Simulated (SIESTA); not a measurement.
The system is GaAs.

```
CELL_PARAMETERS angstrom
-1.88077 1.88077 3.02585
1.88077 -1.88077 3.02585
1.88077 1.88077 -3.02585
ATOMIC_POSITIONS crystal
Ga 0.00000 0.00000 0.00000
As 0.50000 0.50000 0.00000
```

The cell was built by a generator and needn't be a form met in nature.

```yaml
Program: SIESTA 5.4.2
Task: relaxation of cell and atoms
Functional: PBE
Potentials_or_basis: PseudoDojo 0.4 standard (PBE files)
Basis: DZP (energy shift 0.002 Ry; radii capped at 9.5 bohr)
Grid_cutoff: 800 Ry
Energy_shift: 0.002 Ry
k_mesh: 8 × 8 × 8
Occupations: fermi-dirac, width 0.05 eV
Spin: no spin polarisation
```

At the start: pressure -0.6 GPa; volume 21.41 Å³/atom.

**Question.** How do energy, volume and symmetry change on relaxing?

**Answer.** Over 5 steps the energy falls by 50.8 meV/atom and the volume is 20.43 Å³/atom (-4.6 %); space group Fm-3m (No. 225, to 0.05 Å).

Step by step:
```tsv
step	energy change (eV)	largest force (eV/Å)	pressure (GPa)	volume (Å³)
1	0.0000	0.0000	-0.61	42.81
2	-0.0136	0.0000	-0.78	42.74
3	-0.1009	0.0000	-0.63	41.26
4	-0.1011	0.0000	-0.53	41.19
5	-0.1015	0.0000	0.01	40.85
```

Final structure:
```
CELL_PARAMETERS angstrom
-1.93503 1.93238 2.73095
1.93238 -1.93503 2.73095
1.93537 1.93537 -2.73252
ATOMIC_POSITIONS crystal
Ga 0.00000 0.00000 0.00000
As 0.50000 0.50000 0.00000
```

Caveat: semicore shells carry a single zeta, which can move pressures by several GPa and volumes by a few percent; the basis of atomic orbitals isn't converged, which shifts pressures, moduli and gaps.
